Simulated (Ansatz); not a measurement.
# Te: stress in a strained cell

Aim: deform Te (zz strain of -2 %) and compute stress, forces and field gradients with LAPW, PAW and all-electron datasets made for the crystal.

Computed with Ansatz 0.2.0 (DFT LDA, scalar-relativistic, unless a step's input says otherwise).

## 1. Starting point

It takes space group C2/m (No. 12, monoclinic). Conventional cell: a = 8.468 Å, b = 4.742 Å, c = 3.959 Å, α = 90.00°, β = 91.89°, γ = 90.00°. Te (site symmetry m) is surrounded by 6 Te at 2.99 to 3.25 Å. Around Te (site symmetry 2/m) lie 6 Te at 2.99 to 3.10 Å.

Cell or atoms stand a little off a more symmetric structure (R-3m at a tolerance of 0.3 Å), so results at this geometry aren't those of that ideal crystal.

Coordinates:

```
CELL_PARAMETERS angstrom
4.23410 -2.37120 0.00000
4.23410 2.37120 0.00000
-0.13045 0.00000 3.95735
ATOMIC_POSITIONS crystal
Te 0.67600 0.67600 0.67500
Te 0.32400 0.32400 0.32500
Te 0.00000 0.00000 0.00000
```

Atoms are numbered in the order of the input: Te1, Te2, Te3.

## 2. The deformed structure

Space group C2/m before, C2/m after.

## 3. All-electron LAPW

The input, input.yaml:

```yaml
crystal:
  lattice:
    - [4.2341, -2.3712, 0.0]
    - [4.2341, 2.3712, 0.0]
    - [-0.13045, 0.0, 3.878203]
  atoms:
    - { symbol: Te, position: [0.676, 0.676, 0.675] }
    - { symbol: Te, position: [0.324, 0.324, 0.325] }
    - { symbol: Te, position: [0.0, 0.0, 0.0] }
kpoints:
  mp_grid: { grid: [8, 8, 8] }
  band_path:
    path:
      - [0.0, 0.0, 0.0]
      - [-0.3284955894, 0.3284955894, 0.0]
      - [-0.6715044106, -0.3284955894, 0.0]
      - [-0.5, -0.5, 0.0]
      - [0.0, 0.0, 0.0]
      - [-0.5, -0.5, 0.5]
      - [-0.6772631612, -0.3227368388, 0.5]
      - [-0.3227368388, 0.3227368388, 0.5]
      - [0.0, 0.0, 0.5]
    npoints: 5
scf:
  occupations: { method: fermi_dirac, width: 0.05 }
hamiltonian:
  xc: lda
  pseudopotentials: { kind: all_electron, lapw: { basis_error: 0.001 } }
output:
  forces: true
  stress: true
  eigenvalues: true
```

On the command line:

```bash
$ ansatz run input.yaml --threads 1 --pin off --max-ram 6144MiB --backend cpu --events-out ev --progress --plain --runs-dir out
```

## 4. PAW on the default files

The input, input.yaml:

```yaml
crystal:
  lattice:
    - [4.2341, -2.3712, 0.0]
    - [4.2341, 2.3712, 0.0]
    - [-0.13045, 0.0, 3.878203]
  atoms:
    - { symbol: Te, position: [0.676, 0.676, 0.675] }
    - { symbol: Te, position: [0.324, 0.324, 0.325] }
    - { symbol: Te, position: [0.0, 0.0, 0.0] }
kpoints:
  mp_grid: { grid: [8, 8, 8] }
scf:
  occupations: { method: fermi_dirac, width: 0.05 }
hamiltonian:
  xc: lda
  pseudopotentials: { kind: paw }
output:
  forces: true
  stress: true
  eigenvalues: true
  efg: { contact_densities: true }
```

## 5. All-electron PAW on datasets made for the crystal

Edit input.yaml of step 4 so:

```diff
@@ -15,3 +15,3 @@
   xc: lda
-  pseudopotentials: { kind: paw }
+  pseudopotentials: { kind: all_electron, datasets: crystal }
 output:
```

(Steps that only read results are left out.)

Q: Predict the outcome of this session. Wanted: pressure; largest shear or deviatoric stress.

**Answer**, as computed:

```
                                 quantity                                           value
                                 pressure  LAPW 5.98, PAW 5.95, crystal datasets 5.98 GPa
largest shear or deviatoric stress (LAPW)                                        1.34 GPa
```

**Reading.** The largest part of the stress beyond the pressure is 1.34 GPa in size, in the zz component; the atoms are carried along and not relaxed. No run of the undeformed cell stands beside it, so the pressure holds what the given cell had before the change. PAW: stress within 0.04 GPa of LAPW, forces within 1 meV/Å. Crystal datasets: stress within 0.01 GPa of LAPW, forces within 1 meV/Å. Spin-orbit coupling is left out, though the cell holds Te; in elements this heavy it can shift bands and gaps by tenths of an eV.
